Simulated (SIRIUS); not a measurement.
# Se (P3_121) in SIRIUS: equation of state

How stiff is Se in PBEsol, and what volume does it want? The cell is scaled to several volumes.

Everything below comes from runs of SIRIUS 7.12.0. Logs are shortened: lines on timing, memory, paths and dates and some standing lists are left out, and cuts for length are marked. The log counts tension as positive stress, the text compression.

## Step 1: Starting point

Symmetry: P3_121, No. 152, trigonal system. The conventional cell has a = 4.366 Å, b = 4.366 Å, c = 4.954 Å, α = 90.00°, β = 90.00°, γ = 120.00°. Se (site symmetry 2) is surrounded by 2 Se at 2.37 Å.

## Step 2: Equation of state, PBEsol, 25.63 Å³/atom (volume scaled by 0.94)

sirius.json

```json
{
  "control": {
    "processing_unit": "cpu",
    "std_evp_solver_name": "lapack",
    "gen_evp_solver_name": "lapack",
    "verbosity": 2,
    "print_forces": false,
    "ortho_rf": true,
    "use_second_variation": true,
    "rmt_max": 3.0,
    "num_bands_to_print": 24,
    "save_wf": true
  },
  "parameters": {
    "electronic_structure_method": "full_potential_lapwlo",
    "xc_functionals": ["XC_GGA_X_PBE_SOL", "XC_GGA_C_PBE_SOL"],
    "core_relativity": "dirac",
    "valence_relativity": "iora",
    "num_fv_states": 44,
    "smearing": "fermi_dirac",
    "smearing_width": 0.0018374661,
    "pw_cutoff": 20,
    "gk_cutoff": 3.89,
    "lmax_apw": 10,
    "lmax_rho": 8,
    "lmax_pot": 8,
    "num_mag_dims": 0,
    "auto_rmt": 0,
    "ngridk": [7, 7, 6],
    "shiftk": [0, 0, 0],
    "num_dft_iter": 80,
    "energy_tol": 1e-07,
    "density_tol": 1e-05,
    "use_symmetry": true
  },
  "settings": {"tol_ne": 1e-10},
  "iterative_solver": {"type": "exact"},
  "mixer": {"type": "anderson", "beta": 0.5, "max_history": 8},
  "unit_cell": {
    "lattice_vectors": [[8.0824887765, 0.0, 0.0], [-4.0412443882, 6.9996406062, 0.0], [0.0, 0.0, 9.1698539697]],
    "atom_types": ["Se"],
    "atom_files": {"Se": "Se.json"},
    "atoms": {"Se": [[0.7746, 0.7746, 0.0], [0.0, 0.2254, 0.6666666667], [0.2254, 0.0, 0.3333333333]]}
  }
}
```

Se.json

```json
{
  "name": "selenium",
  "symbol": "Se",
  "number": 34,
  "mass": 78.96,
  "rmin": 1e-06,
  "rmt": 2.16,
  "nrmt": 800,
  "rinf": 13.6,
  "core": "1s2s2p",
  "valence": [
    {"basis": [{"enu": -0.03, "dme": 0, "n": 0, "auto": 0}, {"enu": -0.03, "dme": 1, "n": 0, "auto": 0}]},
    {"l": 0, "n": 1, "basis": [{"enu": -0.0783, "dme": 0, "n": 0, "auto": 0}]},
    {"l": 1, "n": 2, "basis": [{"enu": 0.07, "dme": 0, "n": 0, "auto": 0}]},
    {"l": 2, "n": 3, "basis": [{"enu": 0.07, "dme": 0, "n": 0, "auto": 0}]},
    {"l": 3, "n": 4, "basis": [{"enu": 0.07, "dme": 0, "n": 0, "auto": 0}]}
  ],
  "lo": [
    {
      "l": 0,
      "basis": [{"enu": -0.0783, "dme": 0, "n": 0, "auto": 0}, {"enu": -0.0783, "dme": 1, "n": 0, "auto": 0}]
    },
    {
      "l": 0,
      "basis": [{"enu": -0.0783, "dme": 1, "n": 0, "auto": 0}, {"enu": -0.0783, "dme": 2, "n": 0, "auto": 0}]
    },
    {
      "l": 0,
      "basis": [{"enu": -7.4818, "dme": 0, "n": 3, "auto": 1}, {"enu": -7.4818, "dme": 1, "n": 3, "auto": 1}]
    },
    {
      "l": 0,
      "basis": [{"enu": -0.0783, "dme": 0, "n": 0, "auto": 0}, {"enu": 2.4937, "dme": 0, "n": 0, "auto": 0}]
    },
    {"l": 1, "basis": [{"enu": 0.07, "dme": 0, "n": 0, "auto": 0}, {"enu": 0.07, "dme": 1, "n": 0, "auto": 0}]},
    {
      "l": 1,
      "basis": [{"enu": -5.2906, "dme": 0, "n": 3, "auto": 1}, {"enu": -5.2906, "dme": 1, "n": 3, "auto": 1}]
    },
    {
      "l": 1,
      "basis": [{"enu": -5.2906, "dme": 1, "n": 3, "auto": 1}, {"enu": 0.07, "dme": 0, "n": 0, "auto": 0}]
    },
    {"l": 1, "basis": [{"enu": 0.07, "dme": 0, "n": 0, "auto": 0}, {"enu": 4.0138, "dme": 0, "n": 0, "auto": 0}]},
    {"l": 2, "basis": [{"enu": 0.07, "dme": 0, "n": 0, "auto": 0}, {"enu": 0.07, "dme": 1, "n": 0, "auto": 0}]},
    {
      "l": 2,
      "basis": [{"enu": -1.6495, "dme": 0, "n": 3, "auto": 1}, {"enu": -1.6495, "dme": 1, "n": 3, "auto": 1}]
    },
    {
      "l": 2,
      "basis": [{"enu": -1.6495, "dme": 1, "n": 3, "auto": 1}, {"enu": 0.07, "dme": 0, "n": 0, "auto": 0}]
    },
    {"l": 2, "basis": [{"enu": 0.07, "dme": 0, "n": 0, "auto": 0}, {"enu": 4.5282, "dme": 0, "n": 0, "auto": 0}]},
    {"l": 3, "basis": [{"enu": 0.07, "dme": 0, "n": 0, "auto": 0}, {"enu": 0.07, "dme": 1, "n": 0, "auto": 0}]},
    {"l": 3, "basis": [{"enu": 0.07, "dme": 0, "n": 0, "auto": 0}, {"enu": 3.7994, "dme": 0, "n": 0, "auto": 0}]}
  ],
  "free_atom": [... radial grid and density of the free atom, the start of the SCF ...]
}
```

sirius_start.json

```json
{
  "control": {
    "processing_unit": "cpu",
    "std_evp_solver_name": "lapack",
    "gen_evp_solver_name": "lapack",
    "verbosity": 1,
    "print_forces": false,
    "ortho_rf": true,
    "use_second_variation": true,
    "rmt_max": 3.0,
    "num_bands_to_print": 24,
    "save_wf": false
  },
  "parameters": {
    "electronic_structure_method": "full_potential_lapwlo",
    "xc_functionals": ["XC_LDA_X", "XC_LDA_C_PW"],
    "core_relativity": "dirac",
    "valence_relativity": "iora",
    "num_fv_states": 44,
    "smearing": "fermi_dirac",
    "smearing_width": 0.0055123983,
    "pw_cutoff": 20,
    "gk_cutoff": 3.11,
    "lmax_apw": 10,
    "lmax_rho": 8,
    "lmax_pot": 8,
    "num_mag_dims": 0,
    "auto_rmt": 0,
    "ngridk": [3, 3, 2],
    "shiftk": [0, 0, 0],
    "num_dft_iter": 30,
    "energy_tol": 0.01,
    "density_tol": 0.05,
    "use_symmetry": true
  },
  "settings": {"tol_ne": 1e-10},
  "iterative_solver": {"type": "exact"},
  "mixer": {"type": "anderson", "beta": 0.5, "max_history": 8},
  "unit_cell": {
    "lattice_vectors": [[8.0824887765, 0.0, 0.0], [-4.0412443882, 6.9996406062, 0.0], [0.0, 0.0, 9.1698539697]],
    "atom_types": ["Se"],
    "atom_files": {"Se": "Se.json"},
    "atoms": {"Se": [[0.7746, 0.7746, 0.0], [0.0, 0.2254, 0.6666666667], [0.2254, 0.0, 0.3333333333]]}
  }
}
```

Potentials or basis: all-electron FP-LAPW, apw+lo standard.

Command:

```
$ OMP_NUM_THREADS=1 sirius.scf --input=sirius_start.json --output=start.json
$ OMP_NUM_THREADS=1 sirius.scf --input=sirius.json --output=output.json --task=1
```

The program printed:

```text
[info] SIRIUS version : 7.12.0
[info] number of MPI ranks           : 1
[info] MPI grid                      : 1 1
[info] maximum number of OMP threads : 1
[fft] FFT context for density and potential
[fft] =====================================
[fft]   plane wave cutoff                     : 20
[fft]   grid size                             : 54 54 64   total : 186624
[fft]   grid limits                           : -26 27   -26 27   -31 32
[fft]   number of G-vectors within the cutoff : 70019
[fft]   number of G-shells                    : 3416
[fft] FFT context for coarse grid
[fft] =====================================
[fft]   plane wave cutoff                     : 7.78
[fft]   grid size                             : 24 24 25   total : 14400
[fft]   grid limits                           : -11 12   -11 12   -12 12
[fft]   number of G-vectors within the cutoff : 4073
[fft]   number of G-shells                    : 251
[unit cell] lattice vectors
[unit cell]   a1 :       8.0824887765      0.0000000000      0.0000000000
[unit cell]   a2 :      -4.0412443882      6.9996406062      0.0000000000
[unit cell]   a3 :       0.0000000000      0.0000000000      9.1698539697
[unit cell] reciprocal lattice vectors
[unit cell]   b1 :       0.7773824970      0.4488219939     -0.0000000000
[unit cell]   b2 :       0.0000000000      0.8976439878      0.0000000000
[unit cell]   b3 :       0.0000000000     -0.0000000000      0.6852001491
[unit cell] unit cell volume :       518.78005599 [a.u.^3]
[unit cell] 1/sqrt(omega)    :         0.04390443
[unit cell] MT volume        :       126.64006287 (24.41%)
[unit cell] IT volume        :       392.13999311 (75.59%)
[unit cell] number of atom types : 1
[unit cell] type id : 0 symbol : Se mt_radius :   2.160000 num_atoms : 3
[unit cell] total number of atoms : 3
[unit cell] number of symmetry classes : 1
[unit cell] atom id  type id  class id             position                      vector_field
[unit cell] ------------------------------------------------------------------------------------------
[unit cell]      0        0        0      0.77460   0.77460   0.00000      0.00000   0.00000   0.00000
[unit cell]      1        0        0      0.00000   0.22540   0.66667      0.00000   0.00000   0.00000
[unit cell]      2        0        0      0.22540   0.00000   0.33333      0.00000   0.00000   0.00000
[unit cell] atom id         position (Cartesian, a.u.)
[unit cell] ---------------------------------------------
[unit cell]      0       3.130348    5.421922    0.000000
[unit cell]      1      -0.910896    1.577719    6.113236
[unit cell]      2       1.821793    0.000000    3.056618
[unit cell] class id : 0 atom id : 0 1 2
[... 280 lines left out ...]
[diagonalize] ik:    0   -7.489104   -7.489087   -7.489087   -5.275913   -5.275913   -5.275780   -5.273715   -5.273633   -5.273633   -5.265480   -5.265480   -5.265477   -1.618850   -1.618850   -1.617122   -1.616837   -1.616837   -1.614730   -1.610768   -1.610565   -1.610565   -1.608963   -1.608963   -1.608819
[diagonalize] ik:    1   -7.489104   -7.489087   -7.489087   -5.275912   -5.275912   -5.275779   -5.273715   -5.273632   -5.273632   -5.265480   -5.265479   -5.265476   -1.618844   -1.618836   -1.617107   -1.616832   -1.616828   -1.614709   -1.610760   -1.610557   -1.610550   -1.608966   -1.608960   -1.608812
[diagonalize] ik:    2   -7.489104   -7.489087   -7.489087   -5.275912   -5.275912   -5.275779   -5.273715   -5.273632   -5.273632   -5.265479   -5.265479   -5.265476   -1.618831   -1.618824   -1.617105   -1.616827   -1.616823   -1.614702   -1.610762   -1.610547   -1.610543   -1.608965   -1.608955   -1.608797
[diagonalize] ik:    3   -7.489104   -7.489087   -7.489087   -5.275912   -5.275912   -5.275779   -5.273715   -5.273633   -5.273632   -5.265480   -5.265479   -5.265476   -1.618833   -1.618826   -1.617108   -1.616830   -1.616819   -1.614707   -1.610768   -1.610548   -1.610547   -1.608977   -1.608969   -1.608801
[diagonalize] ik:    4   -7.489104   -7.489087   -7.489087   -5.275913   -5.275912   -5.275779   -5.273715   -5.273633   -5.273632   -5.265480   -5.265479   -5.265477   -1.618839   -1.618832   -1.617112   -1.616833   -1.616831   -1.614713   -1.610767   -1.610555   -1.610551   -1.608967   -1.608966   -1.608807
[diagonalize] ...
[diagonalize] ik:   35   -7.489099   -7.489098   -7.489081   -5.275954   -5.275824   -5.275824   -5.273686   -5.273686   -5.273607   -5.265480   -5.265477   -5.265477   -1.619680   -1.617434   -1.617427   -1.617096   -1.615785   -1.615782   -1.610727   -1.610722   -1.610379   -1.609081   -1.608843   -1.608831
[diagonalize] ik:   36   -7.489099   -7.489099   -7.489081   -5.275954   -5.275825   -5.275824   -5.273687   -5.273686   -5.273607   -5.265480   -5.265477   -5.265477   -1.619679   -1.617442   -1.617435   -1.617103   -1.615782   -1.615780   -1.610724   -1.610721   -1.610384   -1.609075   -1.608846   -1.608835
[diagonalize] ik:   37   -7.489099   -7.489098   -7.489081   -5.275954   -5.275825   -5.275824   -5.273687   -5.273686   -5.273607   -5.265480   -5.265478   -5.265477   -1.619680   -1.617435   -1.617428   -1.617098   -1.615789   -1.615782   -1.610730   -1.610719   -1.610380   -1.609082   -1.608846   -1.608834
[diagonalize] ik:   38   -7.489099   -7.489099   -7.489081   -5.275954   -5.275825   -5.275824   -5.273687   -5.273687   -5.273607   -5.265480   -5.265478   -5.265477   -1.619682   -1.617437   -1.617430   -1.617100   -1.615789   -1.615784   -1.610729   -1.610726   -1.610379   -1.609088   -1.608848   -1.608834
[diagonalize] ik:   39   -7.489098   -7.489098   -7.489081   -5.275954   -5.275824   -5.275824   -5.273687   -5.273687   -5.273607   -5.265480   -5.265478   -5.265478   -1.619681   -1.617431   -1.617430   -1.617096   -1.615789   -1.615788   -1.610728   -1.610727   -1.610380   -1.609087   -1.608842   -1.608840
[generate_core_charge_density] atom class : 0
[generate_core_charge_density]   n,l,k : 1 0 1  energy :        -458.74437262
[generate_core_charge_density]   n,l,k : 2 0 1  energy :         -58.66131902
[generate_core_charge_density]   n,l,k : 2 1 1  energy :         -52.60661924
[generate_core_charge_density]   n,l,k : 2 1 2  energy :         -51.07336456
[find] Total energy                   :   -7285.70251783 (Ha),  -14571.40503565 (Ry)
[find] iteration : 1, RMS (target) : 1.1350e-01 (1.0000e-05) , energy difference (target) : 5.8849e-05 (1.0000e-07)
[find] Total energy                   :   -7285.70248252 (Ha),  -14571.40496504 (Ry)
[find] iteration : 2, RMS (target) : 2.0350e-03 (1.0000e-05) , energy difference (target) : 3.5305e-05 (1.0000e-07)
[find] Total energy                   :   -7285.70248923 (Ha),  -14571.40497846 (Ry)
[find] iteration : 3, RMS (target) : 5.3307e-04 (1.0000e-05) , energy difference (target) : -6.7064e-06 (1.0000e-07)
[find] Total energy                   :   -7285.70249034 (Ha),  -14571.40498068 (Ry)
[find] iteration : 4, RMS (target) : 1.2995e-04 (1.0000e-05) , energy difference (target) : -1.1128e-06 (1.0000e-07)
[find] Total energy                   :   -7285.70249001 (Ha),  -14571.40498003 (Ry)
[find] iteration : 5, RMS (target) : 1.2188e-05 (1.0000e-05) , energy difference (target) : 3.2686e-07 (1.0000e-07)
[find] Charges and magnetic moments
[find] --------------------------------------------------------------------------------
[find] atom      charge    core leakage
[... 9 lines left out ...]
[find] valence_eval_sum               :    -189.50314411
[find] core_eval_sum                  :   -4032.83221738
[find] kinetic energy                 :    7455.02309430
[find] enuc                           :   -8812.96830464
[find] <rho|V^{XC}>                   :    -339.89161609
[find] <rho|E^{XC}>                   :    -259.02393835
[find] <mag|B^{XC}>                   :       0.00000000
[find] <rho|V^{H}>                    :  -11337.46683969
[find] smearing (-TS)                 :      -0.00000003
[find] SCF correction                 :       0.00007847
[find] Total energy                   :   -7285.70249007 (Ha),  -14571.40498013 (Ry)
[find] Free energy (E-TS)             :   -7285.70249009 (Ha),  -14571.40498019 (Ry)
[find] band gap (eV)                  :       1.07791705
[find] Efermi                         :       0.18496771
[find] iteration : 6, RMS (target) : 2.7917e-06 (1.0000e-05) , energy difference (target) : -5.2196e-08 (1.0000e-07)
[find] converged after 7 SCF iterations!
[find] Charges and magnetic moments
[find] --------------------------------------------------------------------------------
[find] atom      charge    core leakage
[find] --------------------------------------------------------------------------------
[find]    0   31.731898    0.000000e+00
[find]    1   31.731898    0.000000e+00
[find]    2   31.731898    0.000000e+00
[find] total core leakage    : 0.00000000e+00
[find] interstitial charge   : 6.804305
[find] total charge          : 101.999999
[find] Energy
[find] --------------------------------------------------------------------------------
[find] valence_eval_sum               :    -189.50314411
[find] core_eval_sum                  :   -4032.83221738
[find] kinetic energy                 :    7455.02309430
[find] enuc                           :   -8812.96830464
[find] <rho|V^{XC}>                   :    -339.89161609
[find] <rho|E^{XC}>                   :    -259.02393835
[find] <mag|B^{XC}>                   :       0.00000000
[find] <rho|V^{H}>                    :  -11337.46683969
[find] smearing (-TS)                 :      -0.00000003
[find] SCF correction                 :       0.00007847
[find] Total energy                   :   -7285.70249007 (Ha),  -14571.40498013 (Ry)
[find] Free energy (E-TS)             :   -7285.70249009 (Ha),  -14571.40498019 (Ry)
[find] band gap (eV)                  :       1.07791705
[find] Efermi                         :       0.18496771
```

Run time: 3.1 min. Hardware: 1 thread of Arm Neoverse V1, shared host; peak memory 0.71 GiB.

What came out:

```
Free energy                                       : -198254.0645 eV
Band gap on the k mesh                            : 1.08 eV, indirect (least direct gap 1.53 eV)
All electrons inside the program's atomic spheres : Se 31.73 (radii Se 2.16 bohr)
```

Caveat: an odd mesh through Γ misses points on the zone boundary, where band edges often lie.

## Step 3: Equation of state, PBEsol, 26.17 Å³/atom (volume scaled by 0.96)

sirius.json, as its differences from that of step 2:

```diff
@@ -39,3 +39,3 @@
   "unit_cell": {
-    "lattice_vectors": [[8.0824887765, 0.0, 0.0], [-4.0412443882, 6.9996406062, 0.0], [0.0, 0.0, 9.1698539697]],
+    "lattice_vectors": [[8.1394095869, 0.0, 0.0], [-4.0697047935, 7.0489354741, 0.0], [0.0, 0.0, 9.234432534]],
     "atom_types": ["Se"],
```

Se.json

```json
{
  "name": "selenium",
  "symbol": "Se",
  "number": 34,
  "mass": 78.96,
  "rmin": 1e-06,
  "rmt": 2.16,
  "nrmt": 800,
  "rinf": 13.6,
  "core": "1s2s2p",
  "valence": [
    {"basis": [{"enu": -0.04, "dme": 0, "n": 0, "auto": 0}, {"enu": -0.04, "dme": 1, "n": 0, "auto": 0}]},
    {"l": 0, "n": 1, "basis": [{"enu": -0.0883, "dme": 0, "n": 0, "auto": 0}]},
    {"l": 1, "n": 2, "basis": [{"enu": 0.06, "dme": 0, "n": 0, "auto": 0}]},
    {"l": 2, "n": 3, "basis": [{"enu": 0.06, "dme": 0, "n": 0, "auto": 0}]},
    {"l": 3, "n": 4, "basis": [{"enu": 0.06, "dme": 0, "n": 0, "auto": 0}]}
  ],
  "lo": [
    {
      "l": 0,
      "basis": [{"enu": -0.0883, "dme": 0, "n": 0, "auto": 0}, {"enu": -0.0883, "dme": 1, "n": 0, "auto": 0}]
    },
    {
      "l": 0,
      "basis": [{"enu": -0.0883, "dme": 1, "n": 0, "auto": 0}, {"enu": -0.0883, "dme": 2, "n": 0, "auto": 0}]
    },
    {
      "l": 0,
      "basis": [{"enu": -7.4918, "dme": 0, "n": 3, "auto": 1}, {"enu": -7.4918, "dme": 1, "n": 3, "auto": 1}]
    },
    {
      "l": 0,
      "basis": [{"enu": -0.0883, "dme": 0, "n": 0, "auto": 0}, {"enu": 2.4837, "dme": 0, "n": 0, "auto": 0}]
    },
    {"l": 1, "basis": [{"enu": 0.06, "dme": 0, "n": 0, "auto": 0}, {"enu": 0.06, "dme": 1, "n": 0, "auto": 0}]},
    {
      "l": 1,
      "basis": [{"enu": -5.3006, "dme": 0, "n": 3, "auto": 1}, {"enu": -5.3006, "dme": 1, "n": 3, "auto": 1}]
    },
    {
      "l": 1,
      "basis": [{"enu": -5.3006, "dme": 1, "n": 3, "auto": 1}, {"enu": 0.06, "dme": 0, "n": 0, "auto": 0}]
    },
    {"l": 1, "basis": [{"enu": 0.06, "dme": 0, "n": 0, "auto": 0}, {"enu": 4.0038, "dme": 0, "n": 0, "auto": 0}]},
    {"l": 2, "basis": [{"enu": 0.06, "dme": 0, "n": 0, "auto": 0}, {"enu": 0.06, "dme": 1, "n": 0, "auto": 0}]},
    {
      "l": 2,
      "basis": [{"enu": -1.6595, "dme": 0, "n": 3, "auto": 1}, {"enu": -1.6595, "dme": 1, "n": 3, "auto": 1}]
    },
    {
      "l": 2,
      "basis": [{"enu": -1.6595, "dme": 1, "n": 3, "auto": 1}, {"enu": 0.06, "dme": 0, "n": 0, "auto": 0}]
    },
    {"l": 2, "basis": [{"enu": 0.06, "dme": 0, "n": 0, "auto": 0}, {"enu": 4.5182, "dme": 0, "n": 0, "auto": 0}]},
    {"l": 3, "basis": [{"enu": 0.06, "dme": 0, "n": 0, "auto": 0}, {"enu": 0.06, "dme": 1, "n": 0, "auto": 0}]},
    {"l": 3, "basis": [{"enu": 0.06, "dme": 0, "n": 0, "auto": 0}, {"enu": 3.7894, "dme": 0, "n": 0, "auto": 0}]}
  ],
  "free_atom": [... radial grid and density of the free atom, the start of the SCF ...]
}
```

sirius_start.json, as its differences from that of step 2:

```diff
@@ -39,3 +39,3 @@
   "unit_cell": {
-    "lattice_vectors": [[8.0824887765, 0.0, 0.0], [-4.0412443882, 6.9996406062, 0.0], [0.0, 0.0, 9.1698539697]],
+    "lattice_vectors": [[8.1394095869, 0.0, 0.0], [-4.0697047935, 7.0489354741, 0.0], [0.0, 0.0, 9.234432534]],
     "atom_types": ["Se"],
```

Potentials or basis: all-electron FP-LAPW, apw+lo standard.

Command:

```
$ OMP_NUM_THREADS=1 sirius.scf --input=sirius_start.json --output=start.json
$ OMP_NUM_THREADS=1 sirius.scf --input=sirius.json --output=output.json --task=1
```

Run time: 3.2 min. Hardware: 1 thread of Arm Neoverse V1, shared host; peak memory 0.72 GiB.

Results (log left out):

```
Free energy                                       : -198254.0997 eV
Band gap on the k mesh                            : 1.10 eV, indirect (least direct gap 1.50 eV)
All electrons inside the program's atomic spheres : Se 31.72 (radii Se 2.16 bohr)
```

Caveat: an odd mesh through Γ misses points on the zone boundary, where band edges often lie.

(Continued in part 2 of 2.)
